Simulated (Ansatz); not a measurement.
## La2O3, one cell by several methods

```
CELL_PARAMETERS angstrom
4.00708 0.00000 0.00000
-2.00354 3.47023 0.00000
0.00000 0.00000 6.24003
ATOMIC_POSITIONS crystal
La 0.33333 0.66667 0.25000
La 0.66667 0.33333 0.75000
O 0.25000 0.25000 0.00000
O 0.75000 0.00000 0.00000
O 0.00000 0.75000 0.00000
```

Atom numbers follow the list: La1, La2, O3, O4, O5.

The geometry is COD entry 1010278, unchecked; take it as a test cell. It is an old determination, and later ones may differ. The listed cell was then made from it by scaling, straining or moving an atom.

Spin–orbit coupling is left out, though it moves levels of the heavy atoms by tenths of an eV or more.

Methods: DFT, PBEsol, PAW with Ansatz's default frozen-core files, scalar-relativistic (Ansatz 0.2.0); DFT, PBEsol, all-electron PAW with datasets made for the crystal, scalar-relativistic (Ansatz 0.2.0); DFT, PBEsol, all-electron LAPW, scalar-relativistic (Ansatz 0.2.0).

For PAW: a Γ-centred 6×6×4 k mesh, Fermi–Dirac smearing of 0.02 eV, cutoff 420 eV, no spin polarisation; the PAW files were made with PBE, and the program remakes their frozen cores for this functional; the mesh is coarse along some axis. The crystal-made all-electron datasets (AE datasets) take a cutoff of 500 eV at this cell. LAPW targets a basis error of 1 meV/atom. The Ansatz runs share mesh, smearing and spin set-up. Plane-wave (PAW) pressures include the program's estimate of the Pulay term.

Stress and pressure are positive in compression.

The change that made this cell: volume scaled by 1.06.

```
              quantity     PAW  AE datasets    LAPW
        pressure (GPa)   25.80        25.75   25.75
       stress xx (GPa)   36.41        36.36   36.37
       stress zz (GPa)    4.59         4.53    4.53
force on La1, z (eV/Å)  -0.553       -0.571  -0.571
 force on O3, y (eV/Å)   5.960        5.960   5.960
```

PAW's pressure differs from the LAPW value by +0.05 GPa.
